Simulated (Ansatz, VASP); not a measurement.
Two plane-wave programs on MgS

Contents of INCAR:

```
PREC = Accurate
ENCUT = 520
EDIFF = 1E-7
ISMEAR = -1
SIGMA = 0.05
LREAL = False
LASPH = True
NELM = 100
ALGO = Normal
ISIF = 2
LWAVE = False
LCHARG = False
GGA = PE
NBANDS = 11
```

Contents of KPOINTS:

```
regular mesh
0
Gamma
  9 9 8
```

The input POSCAR:

```
MgS
1.0
    3.6584274228      0.0000000000      0.0000000000
   -1.8292086456      3.1682912981      0.0000000000
    0.0000000000      0.0000000000      3.3487552511
Mg S
1 1
Direct
    0.0000000000      0.0000000000      0.5000000000
    0.6666700000      0.3333300000      0.0000000000
```

Contents of input.yaml:

```yaml
crystal:
  lattice:
    - [3.6584274228, 0.0, 0.0]
    - [-1.8292086456, 3.1682912981, 0.0]
    - [0.0, 0.0, 3.3487552511]
  atoms:
    - { symbol: Mg, position: [0.0, 0.0, 0.5] }
    - { symbol: S, position: [0.66667, 0.33333, 0.0] }
hamiltonian:
  xc: pbe
  pseudopotentials: { kind: paw }
kpoints:
  mp_grid: { grid: [9, 9, 8] }
scf:
  occupations: { method: fermi_dirac, width: 0.05 }
output:
  forces: true
  stress: true
  eigenvalues: true
```

The cell was built by a generator and needn't be a form met in nature.

Alike in both runs: task single point; functional PBE; k mesh 9 × 9 × 8; occupations fermi-dirac, width 0.05 eV; no spin polarisation.

```csv
,VASP,Ansatz
version,VASP 6.6.1,Ansatz 0.2.0
potentials or method,"VASP PAW PBE potentials, release 64 (Mg, S)",Ansatz PAW
plane-wave cutoff (eV),520,420
valence electrons in the cell,8,16
```

Ansatz gave:

```
gap on the k mesh at the Fermi level (eV)       : 1.33
least direct gap on the mesh (eV)               : 2.22
pressure (GPa)                                  : -2.5
largest component of the traceless stress (GPa) : 0.53
```

Estimate VASP's values.

gap on the k mesh at the Fermi level (eV): 1.32; least direct gap on the mesh (eV): 2.21; pressure (GPa): -2.8; largest component of the traceless stress (GPa): 0.56.

With one functional, cell and mesh, what is left measures potentials, basis and numerics. The two sets of potentials don't hold the same shells in valence.

Caveats: an odd mesh through Γ misses points on the zone boundary, where band edges often lie (VASP); odd divisions of the mesh miss points on the zone boundary, where band edges often lie, so the gap on the mesh can be too wide (Ansatz).
